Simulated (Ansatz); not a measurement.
Input and command of a calculation in Ansatz (plane waves; scalar-relativistic PAW potentials unless the input names others):

```yaml
crystal:
  lattice:
    - [1.22804797, -2.12706182, 0.0]
    - [1.22804797, 2.12706182, 0.0]
    - [0.0, 0.0, 7.17326776]
  atoms:
    - { symbol: C, position: [0.0833285447, 0.9166714553, 0.7502408447] }
    - { symbol: C, position: [0.5833285447, 0.4166714553, 0.2497591553] }
    - { symbol: C, position: [0.9166714553, 0.0833285447, 0.2497591553] }
    - { symbol: C, position: [0.4166714553, 0.5833285447, 0.7502408447] }
basis:
  ecutwfc: "20 eV"
kpoints:
  mp_grid: { grid: [18, 18, 6] }
hamiltonian:
  xc: pbe
  dispersion: d3bj
scf:
  occupations: { method: gaussian, width: 0.1 }
  max_iter: 75
output:
  forces: true
  eigenvalues: true
  stress: true
```

```bash
ansatz run input.yaml --threads 1 --pin off --max-ram 2560MiB --backend cpu --events-out ev --progress --plain --runs-dir out
```

**Question.** What is wrong with this input?

**Answer.** The program refuses it, because of a cutoff far too low (basis.ecutwfc: 420 → "20 eV"). With the sound run's settings it is accepted.

Abridged log:
```
Error: inconsistent input (basis.ecutwfc, kpoints): the smallest per-k basis holds n_pw = 4 plane waves (k-point 115, counted from 0 among those solved) but the deck needs at least 9 band(s) per channel, and no run solves more bands than the smallest per-k basis has plane waves; raise basis.ecutwfc until the smallest per-k basis, which caps the automatic band count, holds at least 9 plane waves
```